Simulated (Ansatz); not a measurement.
The system is I.

```
I
1.0
    -1.61746    1.61746    4.26481
     1.61746   -1.61746    4.26481
     1.61746    1.61746   -4.26481
I
1
Direct
  0.00000 0.00000 0.00000
```

| Property | Result |
| --- | --- |
| Program | Ansatz 0.2.0 |
| Task | single point |
| Functional | PBE |
| Potentials or basis | all-electron LAPW, scalar-relativistic |
| Cutoff | 159 eV (chosen from the basis error) |
| Basis error allowed | 0.001 eV/atom |
| k mesh | 11 × 11 × 11 |
| Occupations | fermi-dirac, width 0.05 eV |
| Spin | no spin polarisation |

On this cell: pressure 0.2 GPa; band gap on the k mesh none (metal or under the smearing width).

The same run follows on a disturbed copy (cell strained at random at fixed volume):

```xyz
1
Lattice="-1.5899 1.6321 4.2367 1.6842 -1.6402 4.2755 1.5553 1.6056 -4.2398" Properties=species:S:1:pos:R:3 pbc="T T T"
I     0.0392    0.0101   -0.0039
```

Problem. What changes?

Solution. The energy (extrapolated to zero smearing) moves by -0.1 meV/atom; pressure 0.1 GPa; band gap on the k mesh none (metal or under the smearing width).

Stress tensor (GPa, compression positive):
```
 0.09 -0.03 -0.03
-0.03 -0.04  0.00
-0.03  0.00  0.17
```

Caveats: an odd number of electrons without spin polarisation forces a metal; a magnetic or distorted state may lie lower.
